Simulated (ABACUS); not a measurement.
# Ge (Fd-3m) in ABACUS: further runs

One crystal, Ge, is run at these levels: BLYP; tasks: equation of state.

All numbers are computed with ABACUS 3.10.1; they aren't measurements. Logs are shortened: lines on timing, memory, paths and dates and some standing lists are left out, and cuts for length are marked.

## 1. The structure

The structure is cubic, space group Fd-3m (No. 227). The conventional cell has a = 5.658 Å, b = 5.658 Å, c = 5.658 Å, α = 90.00°, β = 90.00°, γ = 90.00°. Around Ge (site symmetry -43m) lie 4 Ge at 2.45 Å.

## 2. Equation of state, BLYP, 21.28 Å³/atom (volume scaled by 0.94)

run_abacus.py reads:

```python
"""ABACUS run from a structure file: ASE reads it, the script writes STRU, KPT and INPUT."""
import re
import subprocess
from ase.io import read
from ase.units import Bohr

atoms = read("Ge.cif")
atoms = atoms[(-atoms.numbers).argsort(kind="stable")]  # ABACUS lists atoms element by element
pseudo = {'Ge': 'Ge_ONCV_PBE-1.2.upf'}
orbital = {'Ge': 'Ge_confined-atom_7au_2s2p2d.orb'}
magmoms = None
kmesh = [7, 7, 7]
params = {
    'suffix': 'Ge',
    'calculation': 'scf',
    'basis_type': 'lcao',
    'pseudo_dir': './',
    'orbital_dir': './',
    'symmetry': 1,
    'dft_functional': 'GGA_X_B88+GGA_C_LYP',
    'ecutwfc': 100,
    'pseudo_rcut': 10,
    'nspin': 1,
    'nbands': 18,
    'ks_solver': 'genelpa',
    'smearing_method': 'fd',
    'smearing_sigma': 0.00367493,
    'scf_thr': 1e-07,
    'scf_nmax': 100,
    'mixing_type': 'broyden',
    'mixing_beta': 0.7,
    'cal_force': 1,
    'cal_stress': 1,
    'out_mul': 1,
}

symbols = atoms.get_chemical_symbols()
elements = list(dict.fromkeys(symbols))
lines = ["ATOMIC_SPECIES"] + [f"{e} {atoms.get_masses()[symbols.index(e)]:.4f} {pseudo[e]}" for e in elements]
if orbital:
    lines += ["", "NUMERICAL_ORBITAL"] + [orbital[e] for e in elements]
lines += ["", "LATTICE_CONSTANT", f"{1 / Bohr:.10f}", "", "LATTICE_VECTORS"]
lines += [" ".join(f"{x:.10f}" for x in v) for v in atoms.cell]
lines += ["", "ATOMIC_POSITIONS", "Direct"]
for e in elements:
    lines += ["", e, "0.0", str(symbols.count(e))]
    for i, p in enumerate(atoms.get_scaled_positions(wrap=False)):
        if symbols[i] == e:
            mag = "" if magmoms is None else " mag " + " ".join(str(x) for x in (magmoms[i] if isinstance(magmoms[i], list) else [magmoms[i]]))
            lines.append(" ".join(f"{x:.10f}" for x in p) + " 1 1 1" + mag)
open("STRU", "w").write("\n".join(lines) + "\n")
open("KPT", "w").write("K_POINTS\n0\nGamma\n%d %d %d 0 0 0\n" % tuple(kmesh))
open("INPUT", "w").write("INPUT_PARAMETERS\n" + "".join(f"{k:<20s}{v}\n" for k, v in params.items()))

done = subprocess.run(['mpirun', '-np', '4', 'abacus'])
if done.returncode:
    raise SystemExit(done.returncode)
log = open("OUT.Ge/running_scf.log").read()
print("final energy (eV):", re.findall(r"FINAL_ETOT_IS (\S+)", log))
```

Ge.cif reads:

```cif
data_Ge
_cell_length_a 3.91901338
_cell_length_b 3.91901338
_cell_length_c 3.91901338
_cell_angle_alpha 60.00000000
_cell_angle_beta 60.00000000
_cell_angle_gamma 60.00000000
_space_group_name_H-M_alt 'P1'
_space_group_name_Hall 'P 1'
_space_group_IT_number 1
loop_
_space_group_symop_operation_xyz
'x,y,z'
loop_
_atom_site_label
_atom_site_type_symbol
_atom_site_symmetry_multiplicity
_atom_site_Wyckoff_symbol
_atom_site_fract_x
_atom_site_fract_y
_atom_site_fract_z
_atom_site_occupancy
Ge1 Ge 1 a 0.7500000000 0.7500000000 0.7500000000 1
Ge2 Ge 1 a 0.5000000000 0.5000000000 0.5000000000 1
```

Potentials or basis: SG15 ONCV 1.2 PBE, DZP LCAO (the cutoffs set its grid).

Run with:

```console
$ OMP_NUM_THREADS=1 python run_abacus.py > log
```

running log:

```text
ABACUS v3.10.1

               Atomic-orbital Based Ab-initio Computation at UStc

 ------------------------------------------------------------------------------------

 READING GENERAL INFORMATION
                           global_out_dir = OUT.Ge/
                           global_in_card = INPUT
                               pseudo_dir = ./
                              orbital_dir = ./
                                    DSIZE = 4
                                    GSIZE = 1

 READING UNITCELL INFORMATION
                                    ntype = 1
                  lattice constant (Bohr) = 1.88973
              lattice constant (Angstrom) = 1

 READING ATOM TYPE 1
                               atom label = Ge
                      L=0, number of zeta = 2
                      L=1, number of zeta = 2
                      L=2, number of zeta = 2
             number of atom for this type = 2

                        TOTAL ATOM NUMBER = 2
DIRECT COORDINATES
    atom                   x                   y                   z     mag                  vx                  vy                  vz
taud_Ge1            0.7500000000        0.7500000000        0.7500000000  0.0000        0.0000000000        0.0000000000        0.0000000000
taud_Ge2            0.5000000000        0.5000000000        0.5000000000  0.0000        0.0000000000        0.0000000000        0.0000000000

                          Volume (Bohr^3) = 287.218
                             Volume (A^3) = 42.5613

 Lattice vectors: (Cartesian coordinate: in unit of a_0)
             +3.91901                  +0                  +0
             +1.95951            +3.39397                  +0
             +1.95951            +1.13132            +3.19986
 Reciprocal vectors: (Cartesian coordinate: in unit of 2 pi/a_0)
            +0.255166            -0.14732           -0.104171
                   -0           +0.294641           -0.104171
                   +0                  -0           +0.312514
 The esolver type has been set to : ksdft_lcao

                PAO radial cut off (Bohr) = 10

 Read in pseudopotential file is Ge_ONCV_PBE-1.2.upf
                     pseudopotential type = NC
          exchange-correlation functional = PBE
                 nonlocal core correction = 0
                        valence electrons = 14
                                     lmax = 2
                           number of zeta = 0
                     number of projectors = 6
                           L of projector = 0
                           L of projector = 0
[... 164 lines left out ...]

 SETUP SEARCHING RADIUS FOR PROGRAM TO SEARCH ADJACENT ATOMS
                  longest orb rcut (Bohr) = 7
   longest nonlocal projector rcut (Bohr) = 2.72
                     search radius (Bohr) = 19.4
              searching radius is (Bohr)) = 19.4
         searching radius unit is (Bohr)) = 1.89
                         PeriodicBoundary = 1
                        Radius(unit:lat0) = 10.3
                                   glayer = [ 5, 5, 5 ]
                             glayer_minus = [ 4, 4, 4 ]

Find the coordinate range of the input atom(unit:lat0).
                                  min_tau = [ -27.4, -15.8, -11.2 ]
                                  max_tau = [ 37.2, 21.5, 15.2 ]
                                BoxNumber = [ 9, 9, 9 ]

 SETUP EXTENDED REAL SPACE GRID FOR GRID INTEGRATION
                          real space grid = [ 48, 48, 48 ]
                 big cell numbers in grid = [ 12, 12, 12 ]
             meshcell numbers in big cell = [ 4, 4, 4 ]
                        extended fft grid = [ 14, 14, 14 ]
                dimension of extened grid = [ 41, 41, 41 ]
                            UnitCellTotal = 125
              Atom number in sub-FFT-grid = 2
    Local orbitals number in sub-FFT-grid = 36
                                ParaV.nnr = 23814
                                 init_chg = atomic

 LCAO ALGORITHM --------------- ION=   1  ELEC=   1--------------------------------

 Density error is 0.0386042426266
----------------------------------------------------------
     Energy           Rydberg                 eV
----------------------------------------------------------
 E_KohnSham     -282.8739295623      -3848.6972576983
 E_Harris       -282.5105454798      -3843.7531636132
 E_Fermi        0.9117177187         12.4045559425
----------------------------------------------------------
[... 69 lines left out ...]
 Density error is 4.03039095252e-09
----------------------------------------------------------
     Energy           Rydberg                 eV
----------------------------------------------------------
 E_KohnSham     -282.8741260425      -3848.6999309489
 E_KS(sigma->0) -282.8741207178      -3848.6998585025
 E_Harris       -282.8741260707      -3848.6999313323
 E_band         -14.3775193501       -195.6161862670
 E_one_elec     -123.6722346899      -1682.6470761763
 E_Hartree      77.2144563366        1050.5565741505
 E_xc           -34.7998007504       -473.4755794705
 E_Ewald        -201.6165362894      -2743.1337045599
 E_entropy(-TS) -0.0000106494        -0.0001448926
 E_descf        0.0000000000         0.0000000000
 E_exx          0.0000000000         0.0000000000
 E_Fermi        0.9319719253         12.6801285605
----------------------------------------------------------

 charge density convergence is achieved
 final etot is -3848.6999309 eV
 EFERMI = 12.68012856 eV

 STATE ENERGY(eV) AND OCCUPATIONS    NSPIN == 1
 1/20 kpoint (Cartesian) = 0.0000 0.0000 0.0000 (1226 pws)
       1       -12.5909     0.00583090
       2       -12.5909     0.00583090
       3       -12.5909     0.00583090
       4       -12.5266     0.00583090
       5       -12.5266     0.00583090
       6       -12.2994     0.00583090
[... 98 lines left out ...]
       5       -12.4705       0.139942
       6       -12.3667       0.139942
[... 10 lines left out ...]
      17        17.6121    2.02912e-44
      18        18.0102    7.06784e-48

[... levels at 14 further k points ...]

 correction force for each atom along direction 1 is -1.34857e-14
 correction force for each atom along direction 2 is 1.30347e-14
 correction force for each atom along direction 3 is 1.54425e-14
------------------------------------------------------------------------------------------
 TOTAL-FORCE (eV/Angstrom)
------------------------------------------------------------------------------------------
                       Ge1         0.0000000000         0.0000000000         0.0000000000
                       Ge2         0.0000000000         0.0000000000         0.0000000000
------------------------------------------------------------------------------------------

----------------------------------------------------------------
 TOTAL-STRESS (KBAR)
----------------------------------------------------------------
       134.4746034864         0.0000000000        -0.0000000000
         0.0000000000       134.4746034825        -0.0000000014
        -0.0000000000        -0.0000000014       134.4746034847
----------------------------------------------------------------
 TOTAL-PRESSURE: 134.474603 KBAR

 --------------------------------------------
 !FINAL_ETOT_IS -3848.6999309488601284 eV
 --------------------------------------------
```

INPUT:

```text
INPUT_PARAMETERS
suffix              Ge
calculation         scf
basis_type          lcao
pseudo_dir          ./
orbital_dir         ./
symmetry            1
dft_functional      GGA_X_B88+GGA_C_LYP
ecutwfc             100
pseudo_rcut         10
nspin               1
nbands              18
ks_solver           genelpa
smearing_method     fd
smearing_sigma      0.00367493
scf_thr             1e-07
scf_nmax            100
mixing_type         broyden
mixing_beta         0.7
cal_force           1
cal_stress          1
out_mul             1
```

STRU:

```text
ATOMIC_SPECIES
Ge 72.6300 Ge_ONCV_PBE-1.2.upf

NUMERICAL_ORBITAL
Ge_confined-atom_7au_2s2p2d.orb

LATTICE_CONSTANT
1.8897261258

LATTICE_VECTORS
3.9190133800 0.0000000000 0.0000000000
1.9595066900 3.3939651449 0.0000000000
1.9595066900 1.1313217150 3.1998610254

ATOMIC_POSITIONS
Direct

Ge
0.0
2
0.7500000000 0.7500000000 0.7500000000 1 1 1
0.5000000000 0.5000000000 0.5000000000 1 1 1
```

It took 2.9 s on 4 MPI ranks of Intel Xeon Platinum 8488C (Sapphire Rapids), shared host; peak memory 0.4 GiB.

What came out:

| Quantity | Value |
| --- | --- |
| Free energy | -3848.6999 eV |
| Pressure | 13.4 GPa |
| Band gap on the k mesh | 0.47 eV, indirect (least direct gap 0.59 eV) |

Caveat: the atomic orbitals were generated for these runs and aren't a published set; the potentials were made for another functional, which shifts forces and pressure; an odd mesh through Γ misses points on the zone boundary, where band edges often lie; the basis of atomic orbitals isn't converged, which shifts pressures, moduli and gaps.

## 3. Equation of state, BLYP, 22.19 Å³/atom (volume scaled by 0.98)

run_abacus.py is that of step 2.

Ge.cif, as its differences from that of step 2:

```diff
@@ -1,5 +1,5 @@
 data_Ge
-_cell_length_a 3.91901338
-_cell_length_b 3.91901338
-_cell_length_c 3.91901338
+_cell_length_a 3.97383186
+_cell_length_b 3.97383186
+_cell_length_c 3.97383186
 _cell_angle_alpha 60.00000000
```

Potentials or basis: SG15 ONCV 1.2 PBE, DZP LCAO (the cutoffs set its grid).

Run with:

```console
$ OMP_NUM_THREADS=1 python run_abacus.py > log
```

Wall time 3 s (4 MPI ranks of Intel Xeon Platinum 8488C (Sapphire Rapids), shared host); peak memory 0.4 GiB.

Results (log left out):

```
Free energy            : -3848.8266 eV
Pressure               : 9.2 GPa
Band gap on the k mesh : 0.18 eV, direct
```

Caveat: the atomic orbitals were generated for these runs and aren't a published set; the potentials were made for another functional, which shifts forces and pressure; an odd mesh through Γ misses points on the zone boundary, where band edges often lie; the basis of atomic orbitals isn't converged, which shifts pressures, moduli and gaps.

## 4. Equation of state, BLYP, 23.09 Å³/atom (volume scaled by 1.02)

run_abacus.py is that of step 3.

Ge.cif, as its differences from that of step 3:

```diff
@@ -1,5 +1,5 @@
 data_Ge
-_cell_length_a 3.97383186
-_cell_length_b 3.97383186
-_cell_length_c 3.97383186
+_cell_length_a 4.02717825
+_cell_length_b 4.02717825
+_cell_length_c 4.02717825
 _cell_angle_alpha 60.00000000
```

Run with:

```console
$ OMP_NUM_THREADS=1 python run_abacus.py > log
```

It took 3.4 s on 4 MPI ranks of Intel Xeon Platinum 8488C (Sapphire Rapids), shared host; peak memory 0.4 GiB.

It converged, with:

| Item | Value |
| --- | --- |
| Free energy | -3848.9114 eV |
| Pressure | 5.8 GPa |
| Band gap on the k mesh | none (metal or under the smearing width) |

Caveat: the atomic orbitals were generated for these runs and aren't a published set; the potentials were made for another functional, which shifts forces and pressure; the basis of atomic orbitals isn't converged, which shifts pressures, moduli and gaps.

## 5. Equation of state, BLYP, 24.00 Å³/atom (volume scaled by 1.06)

run_abacus.py is that of step 4.

Ge.cif, as its differences from that of step 4:

```diff
@@ -1,5 +1,5 @@
 data_Ge
-_cell_length_a 4.02717825
-_cell_length_b 4.02717825
-_cell_length_c 4.02717825
+_cell_length_a 4.07914757
+_cell_length_b 4.07914757
+_cell_length_c 4.07914757
 _cell_angle_alpha 60.00000000
```

Run with:

```console
$ OMP_NUM_THREADS=1 python run_abacus.py > log
```

Run time: 3.2 s. Hardware: 4 MPI ranks of Intel Xeon Platinum 8488C (Sapphire Rapids), shared host; peak memory 0.4 GiB.

It converged, with:

```yaml
Free_energy: -3848.9608 eV
Pressure: 3.0 GPa
Band_gap_on_the_k_mesh: none (metal or under the smearing width)
```

Caveat: the atomic orbitals were generated for these runs and aren't a published set; the potentials were made for another functional, which shifts forces and pressure; the basis of atomic orbitals isn't converged, which shifts pressures, moduli and gaps.

## 6. Equation of state, BLYP

Potentials or basis: SG15 ONCV 1.2 PBE, DZP LCAO (the cutoffs set its grid).

This step only gathers the single runs of the series.

What came out:

| Item | Value |
| --- | --- |
| Equilibrium volume | 25.12 Å³/atom (rough: see the caveat) |
| Bulk modulus | 60 GPa (rough) |

Energy against volume, from the lowest point:
| volume (Å³/atom) | energy (meV/atom) |
| --- | --- |
| 21.281 | 130.42 |
| 22.186 | 67.07 |
| 23.092 | 24.67 |
| 23.997 | 0.00 |

Caveat: the atomic orbitals were generated for these runs and aren't a published set; the minimum lies outside the volumes run; the potentials were made for another functional, which shifts forces and pressure; the basis of atomic orbitals isn't converged, which shifts pressures, moduli and gaps.
